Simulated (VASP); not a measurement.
# GaP (R-3m) in VASP: further runs

One crystal, GaP, is run at these levels: PBE; tasks: single point.

Program: VASP 6.6.1. These are calculated values, not measurements. Logs are shortened: lines on timing, memory, paths and dates and some standing lists are left out, and cuts for length are marked.

## (1) The structure

It takes space group R-3m (No. 166, trigonal). Conventional cell: a = 3.886 Å, b = 3.886 Å, c = 19.292 Å, α = 90.00°, β = 90.00°, γ = 120.00°. Around Ga (site symmetry 3m) lie 3 P at 2.40 Å and 1 Ga at 2.49 Å. P (site symmetry 3m) is surrounded by 1 P at 2.21 Å and 3 Ga at 2.40 Å.

Measurements of this composition are mostly on another form, of space group No. 216.

## (2) Single point, PBE

INCAR

```
SYSTEM = GaP
ADDGRID = .FALSE. ; ALGO = Normal
EDIFF = 1E-6 ; ENCUT = 550
GGA = PE ; ISIF = 2
ISMEAR = 0 ; LASPH = .TRUE.
LCHARG = .FALSE. ; LREAL = .FALSE.
LWAVE = .FALSE. ; NELM = 100
PREC = Accurate ; SIGMA = 0.05
```

KPOINTS

```
k-points
0
G
  2 2 2
  0 0 0
```

POSCAR

```
GaP
1.0
    1.9430151755      1.1218003346      6.4308101003
   -1.9430151755      1.1218003346      6.4308101003
    0.0000000000     -2.2436006692      6.4308101003
Ga P
2 2
Direct
    0.5646280000      0.5646280000      0.5646280000
    0.4353720000      0.4353720000      0.4353720000
    0.9426110000      0.9426110000      0.9426110000
    0.0573890000      0.0573890000      0.0573890000
```

Potentials or basis: VASP PAW PBE potentials, release 64 (Ga_d, P).

The run is started by

```
> cat potpaw_PBE.64/Ga_d/POTCAR potpaw_PBE.64/P/POTCAR > POTCAR
> mpirun -np 1 vasp_std > vasp.out
```

OUTCAR:

```text
SYSTEM = GaP
   EDIFF = 1E-6
   ENCUT = 550
   GGA = PE
   ISIF = 2
   ISMEAR = 0
   LASPH = .TRUE.
   LREAL = .FALSE.
   NELM = 100
   PREC = Accurate

 Found      4 irreducible k-points:

 Following reciprocal coordinates:
            Coordinates               Weight
  0.000000  0.000000  0.000000      1.000000
  0.500000  0.000000  0.000000      3.000000
  0.500000  0.500000  0.000000      3.000000
  0.500000  0.500000  0.500000      1.000000
   k-points           NKPTS =      4   k-points in BZ     NKDIM =      4   number of bands    NBANDS=     22
   number of dos      NEDOS =    301   number of ions     NIONS =      4
   total plane-waves  NPLWV = 157464
   dimension x,y,z NGX =    54 NGY =   54 NGZ =   54
   dimension x,y,z NGXF=   108 NGYF=  108 NGZF=  108
   ions per type =               2   2
   NGX,Y,Z   is equivalent  to a cutoff of  13.18, 13.18, 13.18 a.u.
   NGXF,Y,Z  is equivalent  to a cutoff of  26.36, 26.36, 26.36 a.u.
 SYSTEM =  GaP
   PREC   = accura    normal or accurate (medium, high low for compatibility)
   ISTART =      0    job   : 0-new  1-cont  2-samecut
   ICHARG =      2    charge: 1-file 2-atom 10-const
   ISPIN  =      1    spin polarized calculation?
   LNONCOLLINEAR =      F non collinear calculations
   LSORBIT =      F    spin-orbit coupling
   LASPH  =      T    aspherical Exc in radial PAW
   ENCUT  =  550.0 eV  40.42 Ry    6.36 a.u.  13.02 13.02 13.02*2*pi/ulx,y,z
   NELM   =    100;   NELMIN=  2; NELMDL= -5     # of ELM steps
   EDIFF  = 0.1E-05   stopping-criterion for ELM
[... 18 lines left out ...]
     AMIX     =   0.40;   BMIX     =  1.00
     AMIX_MAG =   1.60;   BMIX_MAG =  1.00
  volume/ion in A,a.u.               =      21.03       141.89
  Fermi-wavevector in a.u.,A,eV,Ry     =   1.233785  2.331515 20.711129  1.522225
  Thomas-Fermi vector in A             =   2.368501
   LORBIT       =      0    0 simple, 1 ext, 2 COOP (PROOUT), +10 PAW based schemes
   GGA     = PE    functional components
[... 5 lines left out ...]
 non-spin polarized calculation
 Gauss-broadening in eV      SIGMA  =   0.05
  energy-cutoff  :      550.00
  volume of cell :       84.10
 maximum number of plane-waves:      2478
 NGX is ok and might be reduce to    54
   NGX = 27   NGY = 27   NGZ = 27

 number of electron      36.0000008 magnetization

 Free energy of the ion-electron system (eV)
  ---------------------------------------------------
  ext. energy  EPLUGINS =         0.00000000
  ---------------------------------------------------
  free energy    TOTEN  =       -15.40675331 eV

  energy without entropy =      -15.40675331  energy(sigma->0) =      -15.40675331

 E-fermi :   5.0446     XC(G=0):  -9.5544

 val. band max:        4.8176892689   @ k =   0.0000   0.0000   0.0000
 cond. band min:       5.6021480854   @ k =   0.5000   0.5000   0.0000
 fundamental gap:      0.7844588164
 Fermi energy:         5.0446273638

 k-point     1 :       0.0000    0.0000    0.0000
  band No.  band energies     occupation
      1     -10.1312      2.00000
      2     -10.0023      2.00000
      3     -10.0023      2.00000
      4      -9.9840      2.00000
      5      -9.9840      2.00000
      6      -9.9384      2.00000
[... 14 lines left out ...]
     21       7.4707      0.00000
     22       8.3621      0.00000

 k-point     2 :       0.5000    0.0000    0.0000
  band No.  band energies     occupation
      1     -10.1053      2.00000
      2     -10.1017      2.00000
      3     -10.0267      2.00000
      4      -9.9979      2.00000
      5      -9.9594      2.00000
      6      -9.9407      2.00000
[... 14 lines left out ...]
     21       8.4380      0.00000
     22       9.2613      0.00000

 k-point     3 :       0.5000    0.5000    0.0000
  band No.  band energies     occupation
      1     -10.1111      2.00000
      2     -10.0624      2.00000
      3     -10.0522      2.00000
      4     -10.0031      2.00000
      5      -9.9592      2.00000
      6      -9.9396      2.00000
[... 14 lines left out ...]
     21       6.2728      0.00000
     22       8.7748      0.00000

 k-point     4 :       0.5000    0.5000    0.5000
  band No.  band energies     occupation
      1     -10.1300      2.00000
      2     -10.0004      2.00000
      3     -10.0004      2.00000
      4      -9.9865      2.00000
      5      -9.9865      2.00000
      6      -9.9393      2.00000
[... 14 lines left out ...]
     21       8.5781      0.00000
     22       8.5781      0.00000

------------------------ aborting loop because EDIFF is reached ----------------------------------------

  FORCE on cell =-STRESS in cart. coord.  units (eV):
  Direction    XX          YY          ZZ          XY          YZ          ZX
  --------------------------------------------------------------------------------------
  -------------------------------------------------------------------------------------
  Total        3.5794235      3.5794235     -1.2981474      0.0000000      0.0000000      0.0000000
  in kB       68.1891033     68.1891033    -24.7301010      0.0000000      0.0000000      0.0000000
  external PRESSURE =      37.2160352 kB  Pullay stress =       0.0000000 kB

 VOLUME and BASIS-vectors are now :
 -----------------------------------------------------------------------------
  energy-cutoff  :      550.00
  volume of cell :       84.10
      direct lattice vectors                 reciprocal lattice vectors
     1.943015176  1.121800335  6.430810100     0.257332010  0.148570705  0.051833801
    -1.943015176  1.121800335  6.430810100    -0.257332010  0.148570705  0.051833801
     0.000000000 -2.243600669  6.430810100     0.000000000 -0.297141410  0.051833801

 POSITION                                       TOTAL-FORCE (eV/Angst)
 -----------------------------------------------------------------------------------
      0.00000      0.00000     10.89305         0.000000     -0.000000     -0.309000
      0.00000      0.00000      8.39938         0.000000      0.000000      0.309000
      0.00000      0.00000     18.18526         0.000000      0.000000      0.433256
      0.00000      0.00000      1.10717         0.000000     -0.000000     -0.433256
 -----------------------------------------------------------------------------------
    total drift:                                0.000000      0.000000      0.000000

  FREE ENERGIE OF THE ION-ELECTRON SYSTEM (eV)
  ---------------------------------------------------
  free  energy   TOTEN  =       -15.4067533092 eV

  energy  without entropy=      -15.4067533092  energy(sigma->0) =      -15.40675331
```

OSZICAR:

```text
N       E                     dE             d eps       ncg     rms          rms(c)
DAV:   1     0.228176880086E+03    0.22818E+03   -0.18291E+04   176   0.251E+03
DAV:   2     0.953384550631E+01   -0.21864E+03   -0.21492E+03   188   0.470E+02
DAV:   3    -0.147081801401E+02   -0.24242E+02   -0.23761E+02   206   0.124E+02
DAV:   4    -0.159145746213E+02   -0.12064E+01   -0.12035E+01   238   0.261E+01
DAV:   5    -0.159399536236E+02   -0.25379E-01   -0.25354E-01   236   0.328E+00    0.663E+00
DAV:   6    -0.154682505023E+02    0.47170E+00   -0.95092E-01   244   0.126E+01    0.408E+00
DAV:   7    -0.153985629880E+02    0.69688E-01   -0.44527E-01   202   0.352E+00    0.157E+00
DAV:   8    -0.154043224220E+02   -0.57594E-02   -0.49066E-02   220   0.245E+00    0.314E-01
DAV:   9    -0.154060347019E+02   -0.17123E-02   -0.64771E-03   206   0.974E-01    0.910E-02
DAV:  10    -0.154064695770E+02   -0.43488E-03   -0.85506E-04   238   0.220E-01    0.367E-02
DAV:  11    -0.154067290891E+02   -0.25951E-03   -0.26029E-04   196   0.900E-02    0.166E-02
DAV:  12    -0.154067492385E+02   -0.20149E-04   -0.23332E-05   212   0.366E-02    0.972E-03
DAV:  13    -0.154067532701E+02   -0.40316E-05   -0.90045E-06   156   0.195E-02    0.329E-03
DAV:  14    -0.154067533092E+02   -0.39155E-07   -0.38048E-07   154   0.554E-03
   1 F= -.15406753E+02 E0= -.15406753E+02  d E =-.797467E-11
```

stdout:

```text
POSCAR found type information on POSCAR GaP
 POSCAR found :  2 types and       4 ions
 scaLAPACK will be used
 LDA part: xc-table for (Slater+PW92), standard interpolation
 POSCAR, INCAR and KPOINTS ok, starting setup
 FFT: planning ... GRIDC
 FFT: planning ... GRID_SOFT
 FFT: planning ... GRID
 WAVECAR not read
 entering main loop
```

Wall time 28 s (1 thread of Intel Xeon Platinum 8488C (Sapphire Rapids), shared host); peak memory 0.37 GiB.

The run converged, but some of its settings lie outside the range that counts as converged, so its numbers aren't taken as properties of the crystal.

What came out:

* Free energy: -15.4068 eV
* Pressure: 3.7 GPa
* Largest force: 0.433 eV/Å
* Band gap on the k mesh: 0.78 eV, indirect (least direct gap 1.04 eV)

Caveat: the k mesh is coarse (spacing up to 0.95 Å⁻¹), so the values aren't converged.

## (3) Single point, PBE

Edit INCAR of step 2 so:

```diff
@@ -2,3 +2,3 @@
 ADDGRID = .FALSE. ; ALGO = Normal
-EDIFF = 1E-6 ; ENCUT = 550
+EDIFF = 1E-6 ; ENCUT = 300
 GGA = PE ; ISIF = 2
```

KPOINTS

```
k-points
0
G
  3 3 3
  0 0 0
```

POSCAR is that of step 2.

Potentials or basis: VASP PAW PBE potentials, release 64 (Ga_d, P).

The run is started by

```
> cat potpaw_PBE.64/Ga_d/POTCAR potpaw_PBE.64/P/POTCAR > POTCAR
> mpirun -np 1 vasp_std > vasp.out
```

OUTCAR:

```text
SYSTEM = GaP
   EDIFF = 1E-6
   ENCUT = 300
   GGA = PE
   ISIF = 2
   ISMEAR = 0
   LASPH = .TRUE.
   LREAL = .FALSE.
   NELM = 100
   PREC = Accurate

 Found      6 irreducible k-points:

 Following reciprocal coordinates:
            Coordinates               Weight
  0.000000  0.000000  0.000000      1.000000
  0.333333 -0.000000 -0.000000      6.000000
  0.333333  0.333333 -0.000000      6.000000
 -0.333333  0.333333  0.000000      6.000000
  0.333333  0.333333  0.333333      2.000000
 -0.333333  0.333333  0.333333      6.000000
   k-points           NKPTS =      6   k-points in BZ     NKDIM =      6   number of bands    NBANDS=     22
   number of dos      NEDOS =    301   number of ions     NIONS =      4
   total plane-waves  NPLWV =  64000
   dimension x,y,z NGX =    40 NGY =   40 NGZ =   40
   dimension x,y,z NGXF=    80 NGYF=   80 NGZF=   80
   ions per type =               2   2
   NGX,Y,Z   is equivalent  to a cutoff of   9.76,  9.76,  9.76 a.u.
   NGXF,Y,Z  is equivalent  to a cutoff of  19.53, 19.53, 19.53 a.u.
 SYSTEM =  GaP
   PREC   = accura    normal or accurate (medium, high low for compatibility)
   ISTART =      0    job   : 0-new  1-cont  2-samecut
   ICHARG =      2    charge: 1-file 2-atom 10-const
   ISPIN  =      1    spin polarized calculation?
   LNONCOLLINEAR =      F non collinear calculations
   LSORBIT =      F    spin-orbit coupling
   LASPH  =      T    aspherical Exc in radial PAW
   ENCUT  =  300.0 eV  22.05 Ry    4.70 a.u.   9.62  9.62  9.62*2*pi/ulx,y,z
   NELM   =    100;   NELMIN=  2; NELMDL= -5     # of ELM steps
   EDIFF  = 0.1E-05   stopping-criterion for ELM
   LREAL  =      F    real-space projection
   EDIFFG = 0.1E-04   stopping-criterion for IOM
   NSW    =      0    number of steps for IOM
   IBRION =     -1    ionic relax: 0-MD 1-quasi-New 2-CG
   NFREE  =      0    steps in history (QN), initial steepest desc. (CG)
   ISIF   =      2    stress and relaxation
   ISYM   =      2    0-nonsym 1-usesym 2-fastsym
   POTIM  = 0.5000    time-step for ionic-motion
   TEBEG  =    0.0;   TEEND  =   0.0 temperature during run
   PSTRESS=    0.0 pullay stress
   NELECT =      36.0000    total number of electrons
   NUPDOWN=      -1.0000    fix difference up-down
   EMIN   =  10.00;   EMAX   =-10.00  energy-range for DOS
   EFERMI =   0.00;   METHOD = LEGACY
   ISMEAR =     0;   SIGMA  =   0.05  broadening in eV -4-tet -1-fermi 0-gaus
   EFERMI_NEDOS =   21; number of points for ismear=-14 and -15
   IALGO  =     38    algorithm
   IMIX   =      4    mixing-type and parameters
     AMIX     =   0.40;   BMIX     =  1.00
     AMIX_MAG =   1.60;   BMIX_MAG =  1.00
  volume/ion in A,a.u.               =      21.03       141.89
  Fermi-wavevector in a.u.,A,eV,Ry     =   1.233785  2.331515 20.711129  1.522225
  Thomas-Fermi vector in A             =   2.368501
   LORBIT       =      0    0 simple, 1 ext, 2 COOP (PROOUT), +10 PAW based schemes
   GGA     = PE    functional components
   LHFCALC =     F    Hartree Fock is set to
   AEXX    =    0.0000 exact exchange contribution
   IVDW    =     0    specifies the selected vdW correction
   LEPSILON=     F    determine dielectric tensor
   LRPA    =     F    only Hartree local field effects (RPA)
 non-spin polarized calculation
 Gauss-broadening in eV      SIGMA  =   0.05
  energy-cutoff  :      300.00
  volume of cell :       84.10
 maximum number of plane-waves:      1021
 NGX is ok and might be reduce to    40
   NGX = 19   NGY = 19   NGZ = 19

 number of electron      36.0000033 magnetization

 Free energy of the ion-electron system (eV)
  ---------------------------------------------------
  ext. energy  EPLUGINS =         0.00000000
  ---------------------------------------------------
  free energy    TOTEN  =       -17.25457210 eV

  energy without entropy =      -17.25457210  energy(sigma->0) =      -17.25457210

 E-fermi :   4.9189     XC(G=0):  -9.6357

 val. band max:        4.6817724732   @ k =   0.0000   0.0000   0.0000
 cond. band min:       5.7694793460   @ k =   0.3333   0.3333   0.3333
 fundamental gap:      1.0877068729
 Fermi energy:         4.9189202634

 k-point     1 :       0.0000    0.0000    0.0000
  band No.  band energies     occupation
      1     -10.1469      2.00000
      2     -10.0153      2.00000
      3     -10.0153      2.00000
      4      -9.9957      2.00000
      5      -9.9957      2.00000
      6      -9.9479      2.00000
[... 14 lines left out ...]
     21       7.4016      0.00000
     22       8.3094      0.00000
[... 102 lines left out ...]
  band No.  band energies     occupation
      1     -10.1264      2.00000
      2     -10.0865      2.00000
      3     -10.0390      2.00000
      4     -10.0125      2.00000
      5      -9.9644      2.00000
      6      -9.9639      2.00000
[... 14 lines left out ...]
     21       7.7984      0.00000
     22       9.1209      0.00000

------------------------ aborting loop because EDIFF is reached ----------------------------------------

  FORCE on cell =-STRESS in cart. coord.  units (eV):
  Direction    XX          YY          ZZ          XY          YZ          ZX
  --------------------------------------------------------------------------------------
  -------------------------------------------------------------------------------------
  Total        0.7702400      0.7702400     -0.6925577      0.0000000     -0.0000000     -0.0000000
  in kB       14.6733055     14.6733055    -13.1934332      0.0000000     -0.0000000     -0.0000000
  external PRESSURE =       5.3843926 kB  Pullay stress =       0.0000000 kB

 VOLUME and BASIS-vectors are now :
 -----------------------------------------------------------------------------
  energy-cutoff  :      300.00
  volume of cell :       84.10
      direct lattice vectors                 reciprocal lattice vectors
     1.943015176  1.121800335  6.430810100     0.257332010  0.148570705  0.051833801
    -1.943015176  1.121800335  6.430810100    -0.257332010  0.148570705  0.051833801
     0.000000000 -2.243600669  6.430810100     0.000000000 -0.297141410  0.051833801

 POSITION                                       TOTAL-FORCE (eV/Angst)
 -----------------------------------------------------------------------------------
      0.00000      0.00000     10.89305         0.000000      0.000000     -0.033435
      0.00000      0.00000      8.39938         0.000000      0.000000      0.033435
      0.00000      0.00000     18.18526         0.000000     -0.000000      0.070444
      0.00000      0.00000      1.10717         0.000000      0.000000     -0.070444
 -----------------------------------------------------------------------------------
    total drift:                                0.000000     -0.000000      0.000000

  FREE ENERGIE OF THE ION-ELECTRON SYSTEM (eV)
  ---------------------------------------------------
  free  energy   TOTEN  =       -17.2545721008 eV

  energy  without entropy=      -17.2545721008  energy(sigma->0) =      -17.25457210
```

Wall time 14 s (1 thread of Intel Xeon Platinum 8488C (Sapphire Rapids), shared host); peak memory 0.22 GiB.

The run converged, but some of its settings lie outside the range that counts as converged, so its numbers aren't taken as properties of the crystal.

What came out:

- Free energy: -17.2546 eV
- Largest force: 0.070 eV/Å
- Band gap on the k mesh: 1.09 eV, indirect (least direct gap 1.11 eV)

Caveat: the k mesh is coarse (spacing up to 0.63 Å⁻¹), so the values aren't converged; the cutoff is under 1.25 times the usual one of these potentials, so pressure, stress and relaxed cells hold a basis-set (Pulay) error; an odd mesh through Γ misses points on the zone boundary, where band edges often lie.

## (4) Single point, PBE

Edit INCAR of step 3 so:

```diff
@@ -2,3 +2,3 @@
 ADDGRID = .FALSE. ; ALGO = Normal
-EDIFF = 1E-6 ; ENCUT = 300
+EDIFF = 1E-6 ; ENCUT = 700
 GGA = PE ; ISIF = 2
```

KPOINTS

```
k-points
0
G
  2 2 2
  0 0 0
```

POSCAR is that of step 3.

Potentials or basis: VASP PAW PBE potentials, release 64 (Ga_d, P).

The run is started by

```
> cat potpaw_PBE.64/Ga_d/POTCAR potpaw_PBE.64/P/POTCAR > POTCAR
> mpirun -np 1 vasp_std > vasp.out
```

OUTCAR:

```text
SYSTEM = GaP
   EDIFF = 1E-6
   ENCUT = 700
   GGA = PE
   ISIF = 2
   ISMEAR = 0
   LASPH = .TRUE.
   LREAL = .FALSE.
   NELM = 100
   PREC = Accurate

 Found      4 irreducible k-points:

 Following reciprocal coordinates:
            Coordinates               Weight
  0.000000  0.000000  0.000000      1.000000
  0.500000  0.000000  0.000000      3.000000
  0.500000  0.500000  0.000000      3.000000
  0.500000  0.500000  0.500000      1.000000
[... 177 lines left out ...]
  FORCE on cell =-STRESS in cart. coord.  units (eV):
  Direction    XX          YY          ZZ          XY          YZ          ZX
  --------------------------------------------------------------------------------------
  -------------------------------------------------------------------------------------
  Total        3.5817372      3.5817372     -1.2988110      0.0000000      0.0000000      0.0000000
  in kB       68.2331789     68.2331789    -24.7427424      0.0000000      0.0000000      0.0000000
  external PRESSURE =      37.2412051 kB  Pullay stress =       0.0000000 kB

 VOLUME and BASIS-vectors are now :
 -----------------------------------------------------------------------------
  energy-cutoff  :      700.00
  volume of cell :       84.10
      direct lattice vectors                 reciprocal lattice vectors
     1.943015176  1.121800335  6.430810100     0.257332010  0.148570705  0.051833801
    -1.943015176  1.121800335  6.430810100    -0.257332010  0.148570705  0.051833801
     0.000000000 -2.243600669  6.430810100     0.000000000 -0.297141410  0.051833801

 POSITION                                       TOTAL-FORCE (eV/Angst)
 -----------------------------------------------------------------------------------
      0.00000      0.00000     10.89305         0.000000     -0.000000     -0.309284
      0.00000      0.00000      8.39938         0.000000      0.000000      0.309284
      0.00000      0.00000     18.18526         0.000000     -0.000000      0.434008
      0.00000      0.00000      1.10717         0.000000      0.000000     -0.434008
 -----------------------------------------------------------------------------------
    total drift:                               -0.000000     -0.000000      0.000000

  FREE ENERGIE OF THE ION-ELECTRON SYSTEM (eV)
  ---------------------------------------------------
  free  energy   TOTEN  =       -15.4068096369 eV

  energy  without entropy=      -15.4068096369  energy(sigma->0) =      -15.40680964
```

Wall time 35 s (1 thread of Intel Xeon Platinum 8488C (Sapphire Rapids), shared host); peak memory 0.43 GiB.

The run converged, but some of its settings lie outside the range that counts as converged, so its numbers aren't taken as properties of the crystal.

Results:

```yaml
Free_energy: -15.4068 eV
Pressure: 3.7 GPa
Largest_force: 0.434 eV/Å
Band_gap_on_the_k_mesh: 0.78 eV, indirect (least direct gap 1.04 eV)
```

Caveat: the k mesh is coarse (spacing up to 0.95 Å⁻¹), so the values aren't converged.
